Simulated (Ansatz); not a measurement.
Relaxing MnO2

Level of theory: Ansatz 0.2.0, DFT PBE, scalar-relativistic, plane waves, PAW.

MnO2 was placed on the ThSi2 structure type (I4_1/amd, No. 141), with Mn in place of Th, O in place of Si, at a guessed volume.

The final relaxation ran on this input, with the default PAW datasets:

```yaml
crystal:
  lattice:
    - [-1.5143088203, 1.5143088203, 8.920453281]
    - [1.5143088203, -1.5143088203, 8.920453281]
    - [1.5143088203, 1.5143088203, -8.920453281]
  atoms:
    - { symbol: Mn, position: [0.0, 0.0, 0.0], spin: 4.66 }
    - { symbol: Mn, position: [0.75, 0.25, 0.5], spin: 4.66 }
    - { symbol: O, position: [0.4564727347, 0.4564727347, 0.0] }
    - { symbol: O, position: [0.2064727347, 0.7064727347, 0.5] }
    - { symbol: O, position: [0.2935272653, 0.7935272653, 0.5] }
    - { symbol: O, position: [0.5435272653, 0.5435272653, 0.0] }
basis:
  ecutwfc: 420
kpoints:
  mp_grid: { grid: [16, 16, 16] }
hamiltonian:
  xc: pbe
scf:
  occupations: { method: gaussian, width: 0.01 }
output:
  forces: true
  stress: true
  eigenvalues: true
  populations: true
magnetization:
  spin_polarized: true
relax:
  adjacent_minimum: "off"
  f_tol: 0.01
  max_steps: 80
  cell: { stress_tol: 0.05 }
```

Launched as:

```bash
ansatz run input.yaml --threads 1 --pin off --max-ram 2560MiB --backend cpu --events-out ev --progress --plain --runs-dir out
```

It took 11 min on 1 thread of INTEL(R) XEON(R) PLATINUM 8581C CPU @ 2.10GHz (Emerald Rapids), with other jobs on the host, peak memory 1.6 GiB.

The program printed at the end:

```
--- Per-component energies (eV) ---
  E_band       = -790.463959
  E_kinetic    = 1289.809303
  E_local      = -7529.397125  (includes V_loc(G=0)·N_el)
  E_nonlocal   = 705.925978
  E_hartree    = 3081.634704
  E_xc         = -512.268159
  E_vxc        = -653.652535  (∫ρ·V_xc dr)
  E_paw        = -3248.691020  (= ΣΔE_a)
  E_vpaw       = -766.428332  (= ΣTr[D̂ρ^β])
  E_aug_tail   = 0.009216  (compensation charges beyond the density's cutoff)
  E_ewald      = -3846.639824
  E_smearing   =  0.000000  (= −TS)
  E_closure    = 0.000000  (closes the sum)
  Σ components = -10059.616926   (vs F -10059.616926, Δ=0.00e0)
--- Forces (eV/Å), atoms counted from 1 ---
  atom   1  Mn     0.00000000     0.00000000     0.00000000
  atom   2  Mn     0.00000000     0.00000000     0.00000000
  atom   3  O      0.00000000     0.00000000    -0.00254913
  atom   4  O      0.00000000     0.00000000    -0.00254913
  atom   5  O      0.00000000     0.00000000     0.00254913
  atom   6  O      0.00000000     0.00000000     0.00254913
  max |Σ_I F_I| component: 8.67e-19 eV/Å
--- Stress (GPa, compression-positive) ---
        0.005335       0.000000       0.000000
        0.000000       0.005335       0.000000
        0.000000       0.000000       0.042724
  P = ⅓ Tr σ = 0.0178 GPa (0.178 kbar)
  k-point 0 ↑: bands = ["-74.4795", "-74.4795", "-43.2425", "-43.2425", "-43.2425", "-43.2425", "-43.2374", "-43.2373", "-15.7994", "-15.7665", "-9.8953", "-9.7335", "-0.5329", "0.1632", "1.6418", "1.6418", "1.6461", "1.6461", "3.2449", "3.2449", "3.3809", "3.3809", "3.3823", "3.3823", "4.6508", "4.6548", "4.6967", "4.6972", "6.6306", "6.6306", "6.6400", "6.6400", "7.3590", "7.9495", "8.5169", "9.2148", "11.7981", "13.8573"]
  k-point 1 ↑: bands = ["-74.4792", "-74.4792", "-43.2445", "-43.2445", "-43.2442", "-43.2442", "-43.2370", "-43.2369", "-15.7691", "-15.7369", "-9.8796", "-9.7219", "-0.4952", "0.1876", "1.3148", "1.3153", "1.4532", "1.4571", "3.3195", "3.3208", "3.4563", "3.4567", "3.4776", "3.4868", "4.6429", "4.6490", "4.8650", "4.8689", "6.3408", "6.3799", "6.6389", "6.6482", "7.4839", "8.2778", "8.8491", "9.2211", "11.9322", "14.0639"]
  k-point 2 ↑: bands = ["-74.4784", "-74.4784", "-43.2499", "-43.2499", "-43.2491", "-43.2491", "-43.2360", "-43.2359", "-15.6871", "-15.6570", "-9.8328", "-9.6867", "-0.4015", "0.2481", "0.6553", "0.6624", "1.0745", "1.0775", "3.1481", "3.1492", "3.7446", "3.7883", "3.8997", "3.9002", "4.6123", "4.6261", "5.1172", "5.1417", "5.6665", "5.7341", "6.6644", "6.6730", "7.7277", "9.1773", "9.2356", "9.7639", "12.2593", "14.5668"]
  k-point 348 ↓: bands = ["-69.5377", "-69.5377", "-38.4397", "-38.4397", "-38.3693", "-38.3693", "-38.3693", "-38.3693", "-15.5370", "-15.5370", "-9.5545", "-9.5545", "0.0749", "0.0749", "1.9205", "1.9205", "1.9672", "1.9672", "4.7004", "4.7004", "4.7895", "4.7895", "7.0825", "7.0825", "8.2175", "8.2175", "8.9614", "8.9614", "9.0736", "9.0736", "9.9380", "9.9380", "9.9844", "9.9844", "9.9847", "9.9847", "13.1590", "13.1590"]
--- Relaxed structure (5 steps of the walk, 5 accepted, 3 SCFs on fresh bases) ---
  F+E_penalty+E_count = -10059.61692563 eV   max|allowed force component| = 2.549e-3 eV/Å   (the final SCF, on the basis selected at the relaxed cell)
  cell:  # Å, volume = 84.0428 Å³
    - [-1.514125, 1.514125, 9.164681]
    - [1.514125, -1.514125, 9.164681]
    - [1.514125, 1.514125, -9.164681]
  atoms:
    - { symbol: Mn, position: [0.000000, 0.000000, 0.000000] }
    - { symbol: Mn, position: [0.750000, 0.250000, 0.500000] }
    - { symbol: O, position: [0.457616, 0.457616, 0.000000] }
    - { symbol: O, position: [0.207616, 0.707616, 0.500000] }
    - { symbol: O, position: [0.292384, 0.792384, 0.500000] }
    - { symbol: O, position: [0.542384, 0.542384, 0.000000] }
--- Löwdin populations: 6 sites ---
  site symbol q [e]    m [muB]
     0     Mn     13.7059     4.6429
     1     Mn     13.7059     4.6429
     2      O      6.5856     0.1682
     3      O      6.5856     0.1682
     4      O      6.5856     0.1682
     5      O      6.5856     0.1682
  spilling = 0.004554 (of n_electrons = 54.000000)
```

Total energies depend on the potentials used, so only differences within one code and one set of settings carry meaning.

The result has space group I4_1/amd (No. 141). Mn is coordinated by 8 O at 2.28 Å; O is coordinated by 1 O at 1.55 Å.

Against the elements it lies at -0.337 eV/atom. Formation energies are uncorrected and refer to the elements' standard structures at the same level (O₂ as a molecule).

No dispersion correction is applied, so the spacing between layers, chains or molecules is poorly fixed, and with it the volume and density.

A structure relaxed within its symmetry needn't be a true minimum.